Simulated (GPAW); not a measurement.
# GaAs (F-43m) in GPAW: notebook

The runs below take GaAs through band structure, with r2SCAN.

Program: GPAW 26.7.0. These are calculated values, not measurements. Logs are shortened: lines on timing, memory, paths and dates and some standing lists are left out, and cuts for length are marked. The log counts tension as positive stress, the text compression.

**What was measured.**

From “Evidence of valence band perturbations in GaAsN/GaAs(001): A combined variable-angle spectroscopic ellipsometry and modulated photoreflectance investigation”, 2008, arxiv:0805.2212, for a bulk crystal of GaAs at 300 K: band gap 1.412 ± 0.01 eV (direct).

How close the calculation comes is told below.

### 1 Starting point

Symmetry: F-43m, No. 216, cubic system. The conventional cell has a = 5.654 Å, b = 5.654 Å, c = 5.654 Å, α = 90.00°, β = 90.00°, γ = 90.00°. As (site symmetry -43m) has 4 Ga at 2.45 Å as nearest neighbours. Ga (site symmetry -43m) has 4 As at 2.45 Å as nearest neighbours.

### 2 Band structure, r2SCAN

Input file run.py:

```python
from ase.dft.bandgap import bandgap
from ase.io import read, write
from ase.units import GPa
from gpaw import GPAW, PW

atoms = read('GaAs.xyz')

calc = GPAW(mode=PW(600),
            xc='MGGA_X_R2SCAN+MGGA_C_R2SCAN',
            kpts={'size': (8, 8, 8), 'gamma': True},
            occupations={'name': 'fermi-dirac', 'width': 0.05},
            nbands=11,
            convergence={'density': 1e-05, 'energy': 1e-05},
            maxiter=150,
            txt='gpaw.txt')
atoms.calc = calc
energy = atoms.get_potential_energy()
forces = atoms.get_forces()
stress = atoms.get_stress()
calc.write('gs.gpw')
write('result.traj', atoms)
print(f'Energy: {energy:.6f} eV')
print('Forces (eV/A):')
print(forces.round(4))
print('Stress (GPa):', (stress / GPa).round(3))
print('Fermi level:', round(calc.get_fermi_level(), 4), 'eV')
print(f'Gap: {bandgap(calc)[0]:.4f} eV, direct: {bandgap(calc, direct=True)[0]:.4f} eV')

path = atoms.cell.bandpath('GXWKGLUWLK,UX', npoints=60, eps=1e-4)
bs_calc = calc.fixed_density(kpts=path, symmetry='off', nbands=21,
                             convergence={'bands': 'CBM+6.0', 'eigenstates': 1e-6}, txt='bands.txt')
bs = bs_calc.band_structure()
bs.write('bs.json')
print(f'Gap on the path: {bandgap(bs_calc)[0]:.4f} eV')
```

Input file GaAs.xyz:

```xyz
2
Lattice="0.0000000000 2.8268500000 2.8268500000 2.8268500000 0.0000000000 2.8268500000 2.8268500000 2.8268500000 0.0000000000" Properties=species:S:1:pos:R:3 pbc="T T T"
As     4.2402750000      4.2402750000      4.2402750000
Ga     0.0000000000      0.0000000000      0.0000000000
```

Potentials or basis: GPAW PAW data sets (gpaw-data 1.2.1), pw.

On the command line:

```sh
OMP_NUM_THREADS=1 python run.py
```

gpaw.txt:

```text
__  _  _
 | _ |_)|_||  |
 |__||  | ||/\| - 26.7.0

Input parameters:
  mode=PW(ecut=600.0),
  convergence={'density': 1e-05, 'energy': 1e-05},
  kpts=MonkhorstPack(size=(8, 8, 8), gamma=True),
  maxiter=150,
  nbands=11,
  occupations=Occupations(name='fermi-dirac', width=0.05),
  xc=XC(name='MGGA_X_R2SCAN+MGGA_C_R2SCAN')

Diagonalizing LCAO Hamiltonian
Converting LCAO to pw mode

                    As

       Ga

Atoms  # Å, Bohr magnetons
|   | symbol |        x |        y |        z |    initial magnetic moments |
|---|--------|----------|----------|----------|-----------------------------|
| 0 |     As | 4.240275 | 4.240275 | 4.240275 | ( 0.0000,  0.0000,  0.0000) |
| 1 |     Ga | 0.000000 | 0.000000 | 0.000000 | ( 0.0000,  0.0000,  0.0000) |

Unit cell  # Å
| periodic |        x |        y |        z |  lengths |    angles |
|----------|----------|----------|----------|----------|-----------|
|      yes | 0.000000 | 2.826850 | 2.826850 | 3.997770 | 60.000000 |
|      yes | 2.826850 | 0.000000 | 2.826850 | 3.997770 | 60.000000 |
|      yes | 2.826850 | 2.826850 | 0.000000 | 3.997770 | 60.000000 |

Number of symmetries: 24
Symmetry operations  # r_c * U_cc + t_c -> r_c
|    | kind |            matrix            |
|----|------|------------------------------|
|  0 |  E   |  1, 0, 0,  0, 1, 0,  0, 0, 1 |
|  1 |  σ   |  1, 0, 0,  0, 0, 1,  0, 1, 0 |
|  2 |  σ   |  1, 0,-1,  0, 1,-1,  0, 0,-1 |
|  3 |  C3  |  1, 0,-1,  0, 0,-1,  0, 1,-1 |
|  4 |  C3  |  1,-1, 0,  0,-1, 1,  0,-1, 0 |
|  5 |  σ   |  1,-1, 0,  0,-1, 0,  0,-1, 1 |
|  6 |  σ   |  0, 1, 0,  1, 0, 0,  0, 0, 1 |
|  7 |  C3  |  0, 1, 0,  0, 0, 1,  1, 0, 0 |
|  8 |  C2  |  0, 1,-1,  1, 0,-1,  0, 0,-1 |
|  9 |  S4  |  0, 1,-1,  0, 0,-1,  1, 0,-1 |
| 10 |  C3  |  0, 0, 1,  1, 0, 0,  0, 1, 0 |
| 11 |  σ   |  0, 0, 1,  0, 1, 0,  1, 0, 0 |
| 12 |  S4  |  0, 0,-1,  1, 0,-1,  0, 1,-1 |
| 13 |  C3  |  0, 0,-1,  0, 1,-1,  1, 0,-1 |
| 14 |  S4  |  0,-1, 1,  1,-1, 0,  0,-1, 0 |
| 15 |  C2  |  0,-1, 1,  0,-1, 0,  1,-1, 0 |
| 16 |  C3  |  0,-1, 0,  1,-1, 0,  0,-1, 1 |
| 17 |  S4  |  0,-1, 0,  0,-1, 1,  1,-1, 0 |
| 18 |  S4  | -1, 1, 0, -1, 0, 1, -1, 0, 0 |
| 19 |  C3  | -1, 1, 0, -1, 0, 0, -1, 0, 1 |
| 20 |  C3  | -1, 0, 1, -1, 1, 0, -1, 0, 0 |
| 21 |  S4  | -1, 0, 1, -1, 0, 0, -1, 1, 0 |
| 22 |  σ   | -1, 0, 0, -1, 1, 0, -1, 0, 1 |
| 23 |  C2  | -1, 0, 0, -1, 0, 1, -1, 1, 0 |

BZ-sampling:
  Number of BZ points: 512
  Number of IBZ points: 29

  Monkhorst-Pack size: [8, 8, 8]
  Monkhorst-Pack shift: [0.0625, 0.0625, 0.0625]

K-points  # in reciprocal-cell coordinates
|     |                                coordinates |     weight |
|-----|--------------------------------------------|------------|
|   0 | (  0.00000000,   0.00000000,   0.00000000) | 0.00195312 |
|   1 | (  0.12500000,   0.12500000,   0.00000000) | 0.01171875 |
|   2 | (  0.12500000,   0.12500000,   0.12500000) | 0.01562500 |
|   3 | (  0.25000000,   0.12500000,   0.12500000) | 0.02343750 |
|   4 | (  0.25000000,   0.25000000,   0.00000000) | 0.01171875 |
|   5 | (  0.25000000,   0.25000000,   0.12500000) | 0.04687500 |
|   6 | (  0.25000000,   0.25000000,   0.25000000) | 0.01562500 |
|   7 | (  0.37500000,   0.25000000,  -0.37500000) | 0.04687500 |
|   8 | (  0.37500000,   0.25000000,   0.12500000) | 0.04687500 |
|   9 | (  0.37500000,   0.25000000,   0.25000000) | 0.04687500 |
| ... |                                            |            |
|  28 | (  0.50000000,   0.50000000,   0.50000000) | 0.00781250 |

Plane wave coefficients: 1540
Cutoff: 600.0 eV

Spin-components: 1 (collinear spins)
Bands:           11
Projectors:      10
Spin-degeneracy: 2
Datatype:        complex128

Parallelization:
  kpt:    1
  domain: 1
  band:   1

Density:
  Valence electrons: 8.0
  Components: 1
  Grid points: [24 24 24]
  Charge: 0.0  # |e|

Potential:
  Grid points: [24 24 24]

species:
  As:
    name:    Arsenic
    Z:       33.0
    valence: 5
    core:    28
    charge:  0.0  # [|e|]
    compensation charges:
      type: gauss
      rc: 0.33  # [Å]
      lmax: 2
    cutoffs:
      filter: 1.87  # [Å]
      core: 2.96  # [Å]
    projectors
    | kind |    occ | energy [eV] | rcut [Å] |
    |------|--------|-------------|----------|
    |   4s |  2.000 |     -14.487 |    1.058 |
    |   4p |  3.000 |      -5.196 |    1.058 |
    |    s |        |      12.725 |    1.058 |
    |    p |        |      22.016 |    1.058 |
    |    d |        |       0.000 |    1.058 |

    Using partial waves for As as LCAO basis

  Ga:
    name:    Gallium
    Z:       31.0
    valence: 3
    core:    28
    charge:  0.0  # [|e|]
    compensation charges:
      type: gauss
      rc: 0.37  # [Å]
      lmax: 2
    cutoffs:
      filter: 2.06  # [Å]
      core: 4.17  # [Å]
    projectors
    | kind |    occ | energy [eV] | rcut [Å] |
    |------|--------|-------------|----------|
    |   4s |  2.000 |      -8.945 |    1.164 |
    |   4p |  1.000 |      -2.580 |    1.164 |
    |    s |        |      18.266 |    1.164 |
    |    p |        |      24.631 |    1.164 |
    |    d |        |       0.000 |    1.164 |

    Using partial waves for Ga as LCAO basis

Reference energy: -114387.645129  # eV

eigensolver:
  PPCG
  Converge bands: occupied
  niter=2

density mixing:
  MSR1-Mixer
  Pratt-step length: 0.05
  Maximum mixing coefficient: 0.75
  Old densities: 10
  SVD Regularization: 0.005
  Good broyden scale: 1.0
  Trust region scale: 1.0
  Backstep threshold: 4.0
  History deletion threshold: 6.0
  Fourier metric: weight=20.0, sigma=0.015

occupation numbers:
  Fermi-Dirac:
    width: 0.0500  # eV

poisson solver:
  ecut: 4800.0  # eV

xc functional:
  name: MGGA_X_R2SCAN+MGGA_C_R2SCAN with 2 nearest neighbor stencil

convergence criteria:
- Maximum integral of absolute [dens]ity change: 1e-05 electrons / valence electron
- Maximum [total energy] change in last 3 cyles: 1e-05 eV / valence electron
- Maximum integral of absolute [eigenst]ate change: 4e-08 eV^2 / valence electron
maximum number of iterations: 150

SCF iterations
|iter     | |      energy | eigst |  dens |
|---------|-|-------------|-------|-------|
|iter:   1| |  -25.069346 | -0.59 |       |
|iter:   2| |  -24.227840 | -1.83 | -0.91 |
|iter:   3| |  -24.269184 | -1.75 | -0.91 |
|iter:   4| |  -24.258704 | -2.23 | -1.13 |
|iter:   5| |  -24.259070 | -3.64 | -2.04 |
|iter:   6| |  -24.259284 | -4.47 | -2.54 |
|iter:   7| |  -24.259279 | -6.25 | -3.37 |
|iter:   8| |  -24.259280c| -7.13 | -3.74 |
|iter:   9| |  -24.259280c| -8.68c| -4.51 |
|iter:  10| |  -24.259280c| -8.33c| -4.78 |
|iter:  11| |  -24.259280c| -9.38c| -6.08c|

Converged in 11 steps
Energy contributions relative to reference atoms: (reference = -114387.645129)

Energy contributions:
  Kinetic:          23.261956
  Coulomb:         -20.086070
  Zero:             -0.097143
  External:          0.000000
  Xc:              -27.338022
  Entropy:          -0.000000
  Spinorbit:         0.000000
  ----------------------------
  Free energy:     -24.259280
  Extrapolated:    -24.259280

dipole moment: (-10.974380, -10.974380, -10.974380)  # |e|*Ang

Fermi level: 5.215
Eigenvalues  # (at kpt = [0.000, 0.000, 0.000])
| band index |      eig [eV] | occ [0-2] |
|------------|---------------|-----------|
|          0 |        -8.522 |     2.000 |
|          1 |         4.650 |     2.000 |
|          2 |         4.650 |     2.000 |
|          3 |         4.650 |     2.000 |
|          4 |         5.723 |     0.000 |
|          5 |         8.739 |     0.000 |
|          6 |         8.739 |     0.000 |
|          7 |         8.739 |     0.000 |
|          8 |        12.968 |     0.000 |
|          9 |        15.212 |     0.000 |
|         10 |        15.212 |     0.000 |

Gap: 1.074 eV
Transition (v -> c):
  (s=0, k=0, n=3, [0.00, 0.00, 0.00]) -> (s=0, k=0, n=4, [0.00, 0.00, 0.00])
No difference between direct/indirect transitions

Forces  # eV/Ang
|       x |        y |        z |
|---------|----------|----------|
| 0.00000 |  0.00000 |  0.00000 |  # As   0
| 0.00000 | -0.00000 | -0.00000 |  # Ga   1

Stress tensor  # eV/Ang^3
|         x |         y |         z |
|-----------|-----------|-----------|
| -0.006396 | -0.000000 |  0.000000 |
| -0.000000 | -0.006396 |  0.000000 |
|  0.000000 |  0.000000 | -0.006396 |

# Writing to gs.gpw (mode='')
```

bands.txt:

```text
Diagonalizing LCAO Hamiltonian
Converting LCAO to pw mode
convergence criteria:
- Maximum integral of absolute [eigenst]ate change: 1e-06 eV^2 / valence electron
maximum number of iterations: 150

SCF iterations
|iter     | |      energy | eigst |  dens |
|---------|-|-------------|-------|-------|
[... 64 lines left out ...]
         [0.42857143, 0.42857143, 0.64285714],
         [0.41071429, 0.41071429, 0.67857143],
         [0.39285714, 0.39285714, 0.71428571],
         [0.375     , 0.375     , 0.75      ],
         [0.625     , 0.25      , 0.625     ],
         [0.59375   , 0.1875    , 0.59375   ],
         [0.5625    , 0.125     , 0.5625    ],
         [0.53125   , 0.0625    , 0.53125   ],
         [0.5       , 0.        , 0.5       ]])),
  maxiter=150,
  nbands=21,
  occupations=Occupations(name='fermi-dirac', width=0.05),
  symmetry=Symmetry(point_group=False, time_reversal=False),
  xc=XC(name='MGGA_X_R2SCAN+MGGA_C_R2SCAN')
```

Wall time 61 s (1 thread of Arm Neoverse V2, shared host); peak memory 0.29 GiB.

What came out:

* Free energy: -24.2593 eV
* Pressure: 1.0 GPa
* Band gap on the k mesh: 1.07 eV, direct
* Band gap along the path: 1.07 eV, direct

Levels at the corners of the path, in eV from the valence-band top:
```tsv
point	band 1	band 2	band 3	band 4	band 5	band 6	band 7	band 8
Γ	-13.17	0.00	0.00	0.00	1.07	4.09	4.09	4.09
X	-10.70	-6.97	-2.75	-2.75	1.79	1.98	10.91	10.91
W	-10.66	-6.76	-3.64	-3.41	5.08	5.10	5.97	6.52
K	-10.75	-6.76	-3.96	-2.32	2.31	5.07	8.60	8.65
Γ	-13.17	0.00	0.00	0.00	1.07	4.09	4.09	4.09
L	-11.46	-6.78	-1.18	-1.18	1.41	5.03	5.03	8.35
U	-10.75	-6.76	-3.96	-2.32	2.31	5.07	8.60	8.65
W	-10.66	-6.76	-3.64	-3.41	5.08	5.10	5.97	6.52
L	-11.46	-6.78	-1.18	-1.18	1.41	5.03	5.03	8.35
K	-10.75	-6.76	-3.96	-2.32	2.31	5.07	8.60	8.65
U	-10.75	-6.76	-3.96	-2.32	2.31	5.07	8.60	8.65
X	-10.70	-6.97	-2.75	-2.75	1.79	1.98	10.91	10.91
```

Caveat: the PAW data sets were made with another functional, which shifts forces and pressure a little.

### 3 Band structure, r2SCAN, spin-orbit coupling, no magnetisation

Changes to run.py since step 2:

```diff
@@ -1,7 +1,10 @@
+import numpy as np
 from ase.dft.bandgap import bandgap
 from ase.io import read, write
-from ase.units import GPa
+from ase.units import Bohr, GPa
 from gpaw import GPAW, PW
+from gpaw.elf import elf_from_dft_calculation
+from gpaw.spinorbit import soc_eigenstates
 
-atoms = read('GaAs.xyz')
+atoms = read('POSCAR')
 
@@ -9,3 +12,3 @@
             xc='MGGA_X_R2SCAN+MGGA_C_R2SCAN',
-            kpts={'size': (8, 8, 8), 'gamma': True},
+            kpts={'size': (6, 6, 6), 'gamma': True},
             occupations={'name': 'fermi-dirac', 'width': 0.05},
@@ -28,3 +31,8 @@
 
-path = atoms.cell.bandpath('GXWKGLUWLK,UX', npoints=60, eps=1e-4)
+# fields on the real-space grid
+write('density.cube', atoms, data=calc.get_pseudo_density() * Bohr**3)
+write('potential.cube', atoms, data=calc.get_electrostatic_potential())
+write('elf.cube', atoms, data=elf_from_dft_calculation(calc).data)
+
+path = atoms.cell.bandpath('GXWKGLUWLK,UX', npoints=80, eps=1e-4)
 bs_calc = calc.fixed_density(kpts=path, symmetry='off', nbands=21,
@@ -34 +42,7 @@
 print(f'Gap on the path: {bandgap(bs_calc)[0]:.4f} eV')
+
+soc = soc_eigenstates(bs_calc, theta=54.7, phi=45, ignore_xc_potential=True)
+np.savetxt('soc_bands.dat', soc.eigenvalues(), fmt='%.4f')
+mesh = soc_eigenstates('gs.gpw', theta=54.7, phi=45, ignore_xc_potential=True)
+np.savetxt('soc_mesh.dat', mesh.eigenvalues(), fmt='%.4f')
+print('Fermi level with spin-orbit coupling:', round(mesh.fermi_level, 4), 'eV')
```

Input file POSCAR:

```
GaAs
1.0
    0.0000000000      2.8268500000      2.8268500000
    2.8268500000      0.0000000000      2.8268500000
    2.8268500000      2.8268500000      0.0000000000
As Ga
1 1
Direct
    0.7500000000      0.7500000000      0.7500000000
    0.0000000000      0.0000000000      0.0000000000
```

Potentials or basis: GPAW PAW data sets (gpaw-data 1.2.1), pw.

On the command line:

```sh
OMP_NUM_THREADS=1 python run.py
```

gpaw.txt:

```text
__  _  _
 | _ |_)|_||  |
 |__||  | ||/\| - 26.7.0

Input parameters:
  mode=PW(ecut=600.0),
  convergence={'density': 1e-05, 'energy': 1e-05},
  kpts=MonkhorstPack(size=(6, 6, 6), gamma=True),
  maxiter=150,
  nbands=11,
  occupations=Occupations(name='fermi-dirac', width=0.05),
  xc=XC(name='MGGA_X_R2SCAN+MGGA_C_R2SCAN')

Diagonalizing LCAO Hamiltonian
Converting LCAO to pw mode

                    As

       Ga

Atoms  # Å, Bohr magnetons
|   | symbol |        x |        y |        z |    initial magnetic moments |
|---|--------|----------|----------|----------|-----------------------------|
| 0 |     As | 4.240275 | 4.240275 | 4.240275 | ( 0.0000,  0.0000,  0.0000) |
| 1 |     Ga | 0.000000 | 0.000000 | 0.000000 | ( 0.0000,  0.0000,  0.0000) |

Unit cell  # Å
| periodic |        x |        y |        z |  lengths |    angles |
|----------|----------|----------|----------|----------|-----------|
|      yes | 0.000000 | 2.826850 | 2.826850 | 3.997770 | 60.000000 |
[... 182 lines left out ...]
  Coulomb:         -20.026939
  Zero:             -0.096570
  External:          0.000000
  Xc:              -27.356098
  Entropy:          -0.000000
  Spinorbit:         0.000000
  ----------------------------
  Free energy:     -24.242495
  Extrapolated:    -24.242495

dipole moment: (-10.977282, -10.977282, -10.977282)  # |e|*Ang

Fermi level: 5.219
Eigenvalues  # (at kpt = [0.000, 0.000, 0.000])
| band index |      eig [eV] | occ [0-2] |
|------------|---------------|-----------|
|          0 |        -8.515 |     2.000 |
|          1 |         4.656 |     2.000 |
|          2 |         4.656 |     2.000 |
|          3 |         4.656 |     2.000 |
|          4 |         5.728 |     0.000 |
|          5 |         8.741 |     0.000 |
|          6 |         8.741 |     0.000 |
|          7 |         8.741 |     0.000 |
|          8 |        12.968 |     0.000 |
|          9 |        15.214 |     0.000 |
|         10 |        15.214 |     0.000 |

Gap: 1.072 eV
Transition (v -> c):
  (s=0, k=0, n=3, [0.00, 0.00, 0.00]) -> (s=0, k=0, n=4, [0.00, 0.00, 0.00])
No difference between direct/indirect transitions

Forces  # eV/Ang
|       x |        y |        z |
|---------|----------|----------|
| 0.00000 |  0.00000 | -0.00000 |  # As   0
| 0.00000 | -0.00000 | -0.00000 |  # Ga   1

Stress tensor  # eV/Ang^3
|         x |         y |         z |
|-----------|-----------|-----------|
| -0.006368 | -0.000000 | -0.000000 |
| -0.000000 | -0.006368 | -0.000000 |
| -0.000000 | -0.000000 | -0.006368 |

# Writing to gs.gpw (mode='')
```

bands.txt:

```text
Diagonalizing LCAO Hamiltonian
Converting LCAO to pw mode
convergence criteria:
- Maximum integral of absolute [eigenst]ate change: 1e-06 eV^2 / valence electron
maximum number of iterations: 150

SCF iterations
|iter     | |      energy | eigst |  dens |
|---------|-|-------------|-------|-------|
[... 84 lines left out ...]
         [0.41666667, 0.41666667, 0.66666667],
         [0.40277778, 0.40277778, 0.69444444],
         [0.38888889, 0.38888889, 0.72222222],
         [0.375     , 0.375     , 0.75      ],
         [0.625     , 0.25      , 0.625     ],
         [0.59375   , 0.1875    , 0.59375   ],
         [0.5625    , 0.125     , 0.5625    ],
         [0.53125   , 0.0625    , 0.53125   ],
         [0.5       , 0.        , 0.5       ]])),
  maxiter=150,
  nbands=21,
  occupations=Occupations(name='fermi-dirac', width=0.05),
  symmetry=Symmetry(point_group=False, time_reversal=False),
  xc=XC(name='MGGA_X_R2SCAN+MGGA_C_R2SCAN')
```

Run time: 60 s. Hardware: 1 thread of Arm Neoverse V2, shared host; peak memory 0.31 GiB.

What came out:

```yaml
Free_energy: -24.2425 eV
Pressure: 1.0 GPa
Band_gap_on_the_k_mesh: 0.96 eV, direct
Band_gap_along_the_path: 0.96 eV, direct
```

Levels at the corners of the path, in eV from the valence-band top:
| point | band 6 | band 7 | band 8 | band 9 | band 10 | band 11 |
| --- | --- | --- | --- | --- | --- | --- |
| Γ | 0.00 | 0.00 | 0.00 | 0.96 | 0.96 | 3.84 |
| X | -2.92 | -2.83 | -2.83 | 1.67 | 1.67 | 1.86 |
| W | -3.70 | -3.54 | -3.50 | 4.84 | 4.98 | 5.03 |
| K | -4.04 | -2.44 | -2.44 | 2.19 | 2.19 | 4.92 |
| Γ | 0.00 | 0.00 | 0.00 | 0.96 | 0.96 | 3.84 |
| L | -1.40 | -1.19 | -1.19 | 1.30 | 1.30 | 4.87 |
| U | -4.04 | -2.44 | -2.44 | 2.19 | 2.19 | 4.92 |
| W | -3.70 | -3.54 | -3.50 | 4.84 | 4.98 | 5.03 |
| L | -1.40 | -1.19 | -1.19 | 1.30 | 1.30 | 4.87 |
| K | -4.04 | -2.44 | -2.44 | 2.19 | 2.19 | 4.92 |
| U | -4.04 | -2.44 | -2.44 | 2.19 | 2.19 | 4.92 |
| X | -2.92 | -2.83 | -2.83 | 1.67 | 1.67 | 1.86 |

Caveat: spin-orbit coupling was added after a scalar SCF, so levels and gaps hold it while energy, forces, pressure and moments don't; this program's spin-orbit splittings come out too wide for heavy elements; the PAW data sets were made with another functional, which shifts forces and pressure a little.

### 4 Comparison with measurements

Step 2. A measured gap of GaAs is 1.412 eV (direct; 300 K; “Evidence of valence band perturbations in GaAsN/GaAs(001): A combined variable-angle spectroscopic ellipsometry and modulated photoreflectance investigation”, 2008, arxiv:0805.2212); the calculated 1.07 eV misses it by -0.34 eV. 3 values of this kind are on record (1.412 to 1.51 eV); this one was drawn at random among those near their median, those with a stated uncertainty first. Spin-orbit coupling on As, Ga is left out. The value is that of r2SCAN, without temperature or zero-point motion.

Step 3. Measured gap of GaAs: 1.412 eV (direct; 300 K; “Evidence of valence band perturbations in GaAsN/GaAs(001): A combined variable-angle spectroscopic ellipsometry and modulated photoreflectance investigation”, 2008, arxiv:0805.2212). This calculation gives 0.96 eV (-0.45 eV). 3 values of this kind are on record (1.412 to 1.51 eV); this one was drawn at random among those near their median, those with a stated uncertainty first. The value is that of r2SCAN, without temperature or zero-point motion.
